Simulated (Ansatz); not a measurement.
# MnS (Rambergite): the cost of one run

Method: DFT PBE+U (U_eff = 3.9 eV on Mn 3d), scalar-relativistic, plane waves, PAW, in Ansatz 0.2.0.

The COD entry's cell or inner coordinates are ideal or old and differ from later refinements, so a difference from it is no clean test against experiment.

**1. The system as given**

It takes space group P6_3mc (No. 186, hexagonal). The conventional cell has a = 3.976 Å, b = 3.976 Å, c = 6.432 Å, α = 90.00°, β = 90.00°, γ = 120.00°. Around Mn (site symmetry 3m) lie 4 S at 2.41 to 2.48 Å. Around S (site symmetry 3m) lie 4 Mn at 2.41 to 2.48 Å.

Coordinates:

```cif
data_structure
_symmetry_space_group_name_H-M 'P6_3mc'
_symmetry_Int_Tables_number 186
_cell_length_a 3.9760
_cell_length_b 3.9760
_cell_length_c 6.4320
_cell_angle_alpha 90.000
_cell_angle_beta 90.000
_cell_angle_gamma 120.000
_cell_volume 88.06
loop_
_atom_site_label
_atom_site_type_symbol
_atom_site_symmetry_multiplicity
_atom_site_Wyckoff_symbol
_atom_site_fract_x
_atom_site_fract_y
_atom_site_fract_z
_atom_site_occupancy
Mn1 Mn 2 b 0.33333 0.66667 0.00000 1
S1 S 2 b 0.33333 0.66667 0.38500 1
```

Starting moments: Mn 5.00 μB.

**2. First run, at the start cell**

File input.yaml:

```yaml
crystal:
  lattice:
    - [3.976, 0.0, 0.0]
    - [-1.988, 3.4433170054, 0.0]
    - [0.0, 0.0, 6.432]
  atoms:
    - { symbol: Mn, position: [0.3333333333, 0.6666666667, 0.0], spin: 5.0 }
    - { symbol: Mn, position: [0.6666666667, 0.3333333333, 0.5], spin: 5.0 }
    - { symbol: S, position: [0.3333333333, 0.6666666667, 0.385] }
    - { symbol: S, position: [0.6666666667, 0.3333333333, 0.885] }
basis:
  ecutwfc: 420
  ecutrho_ratio: 4
kpoints:
  mp_grid: { grid: [4, 4, 2] }
hamiltonian:
  xc: pbe
  hubbard: { sites: [{ species: Mn, l: d, u_eff: 3.9 }] }
scf:
  occupations: { method: gaussian, width: 0.05 }
output:
  forces: true
  stress: true
  eigenvalues: true
  populations: true
  hubbard: { sites: [{ species: Mn, l: d }] }
magnetization:
  spin_polarized: true
```

Run with:

```bash
> ansatz run input.yaml --threads 4 --pin off --max-ram 10240MiB --backend cpu --events-out ev --progress --plain --runs-dir out
```

Q: Estimate wall time and peak memory on 4 threads of Arm Neoverse V1, shared host.

About 2.4 s, with a peak of 0.38 GiB.
